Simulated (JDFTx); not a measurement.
# Sn (Immm) in JDFTx: reference runs

Aim: a first look at Sn with PBE, on the cell as given and on a disturbed one.

Everything below comes from runs of JDFTx 1.7.0 (patched build). Logs are shortened: lines on timing, memory, paths and dates and some standing lists are left out, and cuts for length are marked. The log counts tension as positive stress, the text compression.

### Step 1. The crystal as given

It takes space group Immm (No. 71, orthorhombic). The conventional cell has a = 3.453 Å, b = 3.551 Å, c = 4.677 Å, α = 90.00°, β = 90.00°, γ = 90.00°. Sn (site symmetry mmm) is surrounded by 12 Sn at 3.41 to 3.55 Å.

This isn't the form of Sn at room conditions, which is tetragonal (white tin).

### Step 2. Single point, PBE

File Sn.in:

```
lattice \
   -3.2626858535     3.2626858535     3.2626858535 \
    3.3552975514    -3.3552975514     3.3552975514 \
    4.4188259657     4.4188259657    -4.4188259657
coords-type Lattice
ion Sn     0.0000000000     0.0000000000     0.0000000000 1

ion-species pseudo/Sn.upf
elec-cutoff 36
elec-ex-corr gga-PBE
kpoint-folding 11 11 11
elec-smearing Fermi 0.0018374661
elec-n-bands 13
electronic-SCF nIterations 100 energyDiffThreshold 1e-08
electronic-minimize nIterations 30 energyDiffThreshold 1e-7
converge-empty-states yes
forces-output-coords Cartesian

dump-name run.$VAR
dump End Ecomponents EigStats BandEigs Kpoints Forces Stress
```

Potentials or basis: PseudoDojo-SR-PBE-0.5-standard.

On the command line:

```
jdftx -c 1 -i Sn.in -o Sn.out
```

What it wrote:

```text
*************** JDFTx 1.7.0 (patched build) ***************

Input parsed successfully to the following command list (including defaults):
[... the input with its defaults ...]

---------- Setting up symmetries ----------

Found 8 point-group symmetries of the bravais lattice
Found 8 space-group symmetries with basis
Applied RMS atom displacement 0 bohrs to make symmetries exact.

---------- Initializing the Grid ----------
R =
[     -3.26269      3.26269      3.26269  ]
[       3.3553      -3.3553       3.3553  ]
[      4.41883      4.41883     -4.41883  ]
unit cell volume = 193.497
G =
[ 1.89014e-17   0.936308   0.710956  ]
[   0.962885 3.9396e-19   0.710956  ]
[   0.962885   0.936308 -1.83826e-17  ]
Minimum fftbox size, Smin = [  36  36  36  ]
Chosen fftbox size, S = [  36  36  36  ]

---------- Exchange Correlation functional ----------
Initalized PBE GGA exchange.
Initalized PBE GGA correlation.

---------- Setting up pseudopotentials ----------
Width of ionic core gaussian charges (only for fluid interactions / plotting) set to 0

Reading pseudopotential file 'pseudo/Sn.upf':
  'Sn' pseudopotential, 'PBE' functional
  Generated using ONCVPSP code by D. R. Hamann
  14 valence electrons, 3 orbitals, 6 projectors, 1001 radial grid points, with lMax = 2
    4D    l: 2   occupation: 10.0   eigenvalue: -0.949566
    5S    l: 0   occupation:  2.0   eigenvalue: -0.387678
    5P    l: 1   occupation:  2.0   eigenvalue: -0.135764
  Core radius for overlap checks: 2.33 bohrs.

Initialized 1 species with 1 total atoms.

Folded 1 k-points by 11x11x11 to 1331 k-points.

---------- Setting up k-points, bands, fillings ----------
Reduced to 216 k-points under symmetry.
Computing the number of bands and number of electrons
Calculating initial fillings.
nElectrons:  14.000000   nBands: 13   nStates: 216

----- Setting up reduced wavefunction bases (one per k-point) -----
average nbasis = 1996.340 , ideal nbasis = 1996.278

---------- Setting up ewald sum ----------
Optimum gaussian width for ewald sums = 2.281676 bohr.
Real space sum over 2197 unit cells with max indices [  6  6  6  ]
Reciprocal space sum over 2197 terms with max indices [  6  6  6  ]

---------- Allocating electronic variables ----------
Initializing wave functions:  linear combination of atomic orbitals
Note: number of bands (13) exceeds available atomic orbitals (9)
Sn pseudo-atom occupations:   s ( 2 )  p ( 2 )  d ( 10 )
	FillingsUpdate:  mu: +0.391780489  nElectrons: 14.000000
LCAOMinimize: Iter:   0  F: -67.7086844268944787  |grad|_K:  5.729e-05  alpha:  1.000e+00
	FillingsUpdate:  mu: +0.392036542  nElectrons: 14.000000
LCAOMinimize: Iter:   1  F: -67.7087348952894530  |grad|_K:  6.945e-07  alpha:  8.444e-01  linmin: -4.103e-02  cgtest:  3.445e-01
LCAOMinimize: Encountered beta<0, resetting CG.
	FillingsUpdate:  mu: +0.392037530  nElectrons: 14.000000
LCAOMinimize: Iter:   2  F: -67.7087349039694857  |grad|_K:  3.762e-08  alpha:  9.860e-01  linmin: -3.540e-05  cgtest:  5.604e-05
	FillingsUpdate:  mu: +0.392037400  nElectrons: 14.000000
LCAOMinimize: Iter:   3  F: -67.7087349039921094  |grad|_K:  1.065e-09  alpha:  8.750e-01  linmin: -9.714e-03  cgtest:  9.735e-02
LCAOMinimize: Encountered beta<0, resetting CG.
LCAOMinimize: Converged (|Delta F|<1.000000e-06 for 2 iters).

-------- Electronic minimization -----------
Will mix electronic density at each iteration.
	FillingsUpdate:  mu: +0.392037400  nElectrons: 14.000000
	FillingsUpdate:  mu: +0.383420207  nElectrons: 14.000000
SCF: Cycle:  0   F: -67.720820369168365   dF: -1.209e-02   |Residual|: 5.047e-03   |deigs|: 2.625e-01
	FillingsUpdate:  mu: +0.383267256  nElectrons: 14.000000
SCF: Cycle:  1   F: -67.720875767798987   dF: -5.540e-05   |Residual|: 2.992e-03   |deigs|: 4.527e-03
	FillingsUpdate:  mu: +0.383157493  nElectrons: 14.000000
SCF: Cycle:  2   F: -67.720879369634176   dF: -3.602e-06   |Residual|: 3.121e-04   |deigs|: 7.161e-04
	FillingsUpdate:  mu: +0.383170140  nElectrons: 14.000000
SCF: Cycle:  3   F: -67.720879717403790   dF: -3.478e-07   |Residual|: 1.452e-04   |deigs|: 2.211e-04
	FillingsUpdate:  mu: +0.383184619  nElectrons: 14.000000
SCF: Cycle:  4   F: -67.720879852642710   dF: -1.352e-07   |Residual|: 2.397e-05   |deigs|: 2.393e-04
	FillingsUpdate:  mu: +0.383185061  nElectrons: 14.000000
SCF: Cycle:  5   F: -67.720879868308245   dF: -1.567e-08   |Residual|: 1.257e-05   |deigs|: 1.143e-04
	FillingsUpdate:  mu: +0.383185332  nElectrons: 14.000000
SCF: Cycle:  6   F: -67.720879875116282   dF: -6.808e-09   |Residual|: 3.252e-06   |deigs|: 1.518e-04
	FillingsUpdate:  mu: +0.383185321  nElectrons: 14.000000
SCF: Cycle:  7   F: -67.720879876023616   dF: -9.073e-10   |Residual|: 1.170e-06   |deigs|: 6.950e-05
SCF: Converged (|Delta E|<1.000000e-08 for 2 iters).

Setting wave functions to eigenvectors of Hamiltonian
Converging empty states (this may take a while): |deigs|: 4.736e-04

# Stress tensor in Cartesian coordinates [Eh/a0^3]:
[  1.20056e-05            0            0  ]
[            0  6.95884e-05            0  ]
[            0            0  2.16694e-05  ]

# Ionic positions in lattice coordinates:
ion Sn   0.000000000000000   0.000000000000000   0.000000000000000 1

# Forces in Cartesian coordinates:
force Sn   0.000000000000000  -0.000000000000000   0.000000000000000 1

# Energy components:
   Eewald =      -48.9324109239531779
       EH =       17.1979740181040306
     Eloc =      -49.6449535121374836
      Enl =      -22.3392083936058903
      Exc =      -22.0253122954092149
 Exc_core =       11.0848102377709239
       KE =       46.9383503881934061
-------------------------------------
     Etot =      -67.7207504810374132
       TS =        0.0001293949862046
-------------------------------------
        F =      -67.7208798760236164

IonicMinimize: Iter:   0  F: -67.720879876023616  |grad|_K:  0.000e+00
IonicMinimize: Converged (|grad|_K<1.000000e-04).

#--- Lowdin population analysis ---
# oxidation-state Sn +0.030

Dumping 'run.eigStats' ...
	eMin: -0.412054 at state 5 ( [ +0.000000 +0.000000 +0.454545 ] spin 0 )
	HOMO: +0.382696 at state 141 ( [ +0.181818 +0.181818 +0.181818 ] spin 0 )
	mu  : +0.383185
	LUMO: +0.383852 at state 19 ( [ +0.000000 +0.181818 +0.181818 ] spin 0 )
	eMax: +1.143132 at state 213 ( [ +0.454545 +0.454545 -0.454545 ] spin 0 )
	HOMO-LUMO gap: +0.001155
	Optical gap  : +0.023256 at state 142 ( [ +0.181818 +0.181818 +0.272727 ] spin 0 )
Done!
```

Run time: 2.6 min. Hardware: 1 thread of Arm Neoverse V1, shared host; peak memory 0.24 GiB.

What came out:

```
Free energy            : -1842.7790 eV
Pressure               : -1.0 GPa
Band gap on the k mesh : none (metal or under the smearing width)
```

Levels at points of the mesh, in eV from the Fermi level:
| k point | band 5 | band 6 | band 7 | band 8 | band 9 | band 10 |
| --- | --- | --- | --- | --- | --- | --- |
| (0.00, 0.00, 0.00) | -21.49 | -10.77 | 7.03 | 7.18 | 7.58 | 10.89 |

### Step 3. Single point, PBE (cell strained at random at fixed volume)

File Sn.in:

```
lattice \
   -3.1478453072     3.2964741566     3.1792374375 \
    3.3365628066    -3.3997269023     3.4302535381 \
    4.3384502445     4.4961535587    -4.3864114935
coords-type Lattice
ion Sn    -0.0049540000    -0.0116520000    -0.0033020000 1

ion-species pseudo/Sn.upf
elec-cutoff 36
elec-ex-corr gga-PBE
kpoint-folding 11 11 11
elec-smearing Fermi 0.0018374661
elec-n-bands 13
electronic-SCF nIterations 100 energyDiffThreshold 1e-08
electronic-minimize nIterations 30 energyDiffThreshold 1e-7
converge-empty-states yes
forces-output-coords Cartesian

dump-name run.$VAR
dump End Ecomponents EigStats BandEigs Kpoints Forces Stress ElecDensity Dtot KEdensity
```

Potentials or basis: PseudoDojo-SR-PBE-0.5-standard.

On the command line:

```
jdftx -c 1 -i Sn.in -o Sn.out
```

What it wrote:

```text
*************** JDFTx 1.7.0 (patched build) ***************

Input parsed successfully to the following command list (including defaults):
[... the input with its defaults ...]

---------- Setting up symmetries ----------

Non-trivial transmission matrix:
[   1   0   0  ]
[   0   1   0  ]
[   0   1   1  ]
with reduced lattice vectors:
[     -3.147845      6.475712      3.179237  ]
[      3.336563      0.030527      3.430254  ]
[      4.338450      0.109742     -4.386411  ]

Found 2 point-group symmetries of the bravais lattice
Found 2 space-group symmetries with basis
Applied RMS atom displacement 0 bohrs to make symmetries exact.

---------- Initializing the Grid ----------
R =
[     -3.14785      3.29647      3.17924  ]
[      3.33656     -3.39973      3.43025  ]
[      4.33845      4.49615     -4.38641  ]
unit cell volume = 193.497
G =
[ -0.0165719   0.933696   0.718156  ]
[   0.958488 0.000479979    0.69508  ]
[   0.966077   0.923979 -0.00964669  ]
Minimum fftbox size, Smin = [  36  36  36  ]
Chosen fftbox size, S = [  36  36  36  ]

---------- Exchange Correlation functional ----------
Initalized PBE GGA exchange.
Initalized PBE GGA correlation.

---------- Setting up pseudopotentials ----------
Width of ionic core gaussian charges (only for fluid interactions / plotting) set to 0

Reading pseudopotential file 'pseudo/Sn.upf':
  'Sn' pseudopotential, 'PBE' functional
  Generated using ONCVPSP code by D. R. Hamann
  14 valence electrons, 3 orbitals, 6 projectors, 1001 radial grid points, with lMax = 2
    4D    l: 2   occupation: 10.0   eigenvalue: -0.949566
    5S    l: 0   occupation:  2.0   eigenvalue: -0.387678
    5P    l: 1   occupation:  2.0   eigenvalue: -0.135764
  Core radius for overlap checks: 2.33 bohrs.

Initialized 1 species with 1 total atoms.

Folded 1 k-points by 11x11x11 to 1331 k-points.

---------- Setting up k-points, bands, fillings ----------
Reduced to 666 k-points under symmetry.
Computing the number of bands and number of electrons
Calculating initial fillings.
nElectrons:  14.000000   nBands: 13   nStates: 666

----- Setting up reduced wavefunction bases (one per k-point) -----
average nbasis = 1996.319 , ideal nbasis = 1996.277

---------- Setting up ewald sum ----------
Optimum gaussian width for ewald sums = 2.283500 bohr.
Real space sum over 2197 unit cells with max indices [  6  6  6  ]
Reciprocal space sum over 2197 terms with max indices [  6  6  6  ]

---------- Allocating electronic variables ----------
Initializing wave functions:  linear combination of atomic orbitals
Note: number of bands (13) exceeds available atomic orbitals (9)
Sn pseudo-atom occupations:   s ( 2 )  p ( 2 )  d ( 10 )
	FillingsUpdate:  mu: +0.392325597  nElectrons: 14.000000
LCAOMinimize: Iter:   0  F: -67.7085765945356854  |grad|_K:  3.234e-05  alpha:  1.000e+00
	FillingsUpdate:  mu: +0.392583549  nElectrons: 14.000000
LCAOMinimize: Iter:   1  F: -67.7086261854189502  |grad|_K:  4.375e-07  alpha:  8.445e-01  linmin: -3.074e-02  cgtest:  3.196e-01
LCAOMinimize: Encountered beta<0, resetting CG.
	FillingsUpdate:  mu: +0.392584374  nElectrons: 14.000000
LCAOMinimize: Iter:   2  F: -67.7086261957439177  |grad|_K:  3.223e-08  alpha:  9.583e-01  linmin: -8.406e-05  cgtest:  4.178e-04
	FillingsUpdate:  mu: +0.392584304  nElectrons: 14.000000
LCAOMinimize: Iter:   3  F: -67.7086261957970237  |grad|_K:  6.814e-10  alpha:  9.014e-01  linmin: -1.383e-02  cgtest:  9.059e-02
LCAOMinimize: Encountered beta<0, resetting CG.
LCAOMinimize: Converged (|Delta F|<1.000000e-06 for 2 iters).

-------- Electronic minimization -----------
Will mix electronic density at each iteration.
	FillingsUpdate:  mu: +0.392584304  nElectrons: 14.000000
	FillingsUpdate:  mu: +0.383539559  nElectrons: 14.000000
SCF: Cycle:  0   F: -67.720636113119852   dF: -1.201e-02   |Residual|: 5.299e-03   |deigs|: 2.746e-01
	FillingsUpdate:  mu: +0.383373066  nElectrons: 14.000000
SCF: Cycle:  1   F: -67.720691990839441   dF: -5.588e-05   |Residual|: 3.127e-03   |deigs|: 4.196e-03
	FillingsUpdate:  mu: +0.383251893  nElectrons: 14.000000
SCF: Cycle:  2   F: -67.720695872757133   dF: -3.882e-06   |Residual|: 3.482e-04   |deigs|: 7.562e-04
	FillingsUpdate:  mu: +0.383264744  nElectrons: 14.000000
SCF: Cycle:  3   F: -67.720696238884599   dF: -3.661e-07   |Residual|: 1.457e-04   |deigs|: 2.310e-04
	FillingsUpdate:  mu: +0.383278367  nElectrons: 14.000000
SCF: Cycle:  4   F: -67.720696378448679   dF: -1.396e-07   |Residual|: 3.264e-05   |deigs|: 2.839e-04
	FillingsUpdate:  mu: +0.383280094  nElectrons: 14.000000
SCF: Cycle:  5   F: -67.720696393358367   dF: -1.491e-08   |Residual|: 7.319e-06   |deigs|: 1.255e-04
	FillingsUpdate:  mu: +0.383279521  nElectrons: 14.000000
SCF: Cycle:  6   F: -67.720696399327636   dF: -5.969e-09   |Residual|: 3.290e-06   |deigs|: 1.644e-04
	FillingsUpdate:  mu: +0.383279670  nElectrons: 14.000000
SCF: Cycle:  7   F: -67.720696400203508   dF: -8.759e-10   |Residual|: 8.169e-07   |deigs|: 7.811e-05
SCF: Converged (|Delta E|<1.000000e-08 for 2 iters).

Setting wave functions to eigenvectors of Hamiltonian
Converging empty states (this may take a while): |deigs|: 3.827e-04

# Stress tensor in Cartesian coordinates [Eh/a0^3]:
[  4.08336e-06  7.01262e-07  2.12523e-05  ]
[  7.01262e-07   6.7048e-05 -6.21167e-06  ]
[  2.12523e-05 -6.21167e-06  2.92641e-05  ]

# Ionic positions in lattice coordinates:
ion Sn  -0.004954000000000  -0.011652000000000  -0.003302000000000 1

# Forces in Cartesian coordinates:
force Sn   0.000000000000000   0.000000000000000   0.000000000000000 1

# Energy components:
   Eewald =      -48.9205388177076799
       EH =       17.2082326879341387
     Eloc =      -49.6671239019472139
      Enl =      -22.3395800065858623
      Exc =      -22.0254842794251431
 Exc_core =       11.0848099538155846
       KE =       46.9391315635874307
-------------------------------------
     Etot =      -67.7205528003287611
       TS =        0.0001435998747495
-------------------------------------
        F =      -67.7206964002035079

IonicMinimize: Iter:   0  F: -67.720696400203508  |grad|_K:  0.000e+00
IonicMinimize: Converged (|grad|_K<1.000000e-04).

#--- Lowdin population analysis ---
# oxidation-state Sn +0.031

Dumping 'run.eigStats' ...
	eMin: -0.412333 at state 5 ( [ +0.000000 +0.000000 +0.454545 ] spin 0 )
	HOMO: +0.383147 at state 384 ( [ +0.272727 -0.363636 +0.363636 ] spin 0 )
	mu  : +0.383280
	LUMO: +0.383514 at state 360 ( [ +0.272727 +0.454545 +0.181818 ] spin 0 )
	eMax: +1.154055 at state 5 ( [ +0.000000 +0.000000 +0.454545 ] spin 0 )
	HOMO-LUMO gap: +0.000367
	Optical gap  : +0.022380 at state 207 ( [ +0.181818 +0.181818 +0.272727 ] spin 0 )
Done!
```

Wall time 8.3 min (1 thread of Arm Neoverse V1, shared host); peak memory 0.68 GiB.

What came out:

```yaml
Free_energy: -1842.7740 eV
Pressure: -1.0 GPa
Band_gap_on_the_k_mesh: none (metal or under the smearing width)
```

Stress tensor (GPa, compression positive):
```
-0.12 -0.02 -0.63
-0.02 -1.97  0.18
-0.63  0.18 -0.86
```
